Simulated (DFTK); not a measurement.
Zr:

```
Zr
1.0
    -1.81000    1.81000    1.81000
     1.81000   -1.81000    1.81000
     1.81000    1.81000   -1.81000
Zr
1
Direct
  0.00000 0.00000 0.00000
```

This isn't the form of Zr at room conditions, which is hcp.

```yaml
Program: DFTK 0.8.2
Task: single point
Functional: PBE
Potentials_or_basis: dojo.nc.sr.pbe.v0_4_1.standard.upf (PBE)
Cutoff: 898 eV
k_mesh: 10 × 10 × 10
Occupations: fermi-dirac, width 0.05 eV
Spin: no spin polarisation
```

On this cell: pressure -3.3 GPa; band gap on the k mesh none (metal or under the smearing width).

The same run follows on a disturbed copy (cell strained at random at fixed volume):

```
Zr
1.0
    -1.84427    1.86024    1.77457
     1.87912   -1.87150    1.82068
     1.75054    1.77777   -1.78583
Zr
1
Direct
  0.02239 0.99601 0.01201
```

Task: What does the disturbed cell give?

Result: The energy (extrapolated to zero smearing) moves by +5.7 meV/atom; pressure -3.3 GPa; band gap on the k mesh none (metal or under the smearing width).

Stress tensor (GPa, compression positive):
```
-3.22  1.41 -0.58
 1.41 -3.23  0.35
-0.58  0.35 -3.38
```
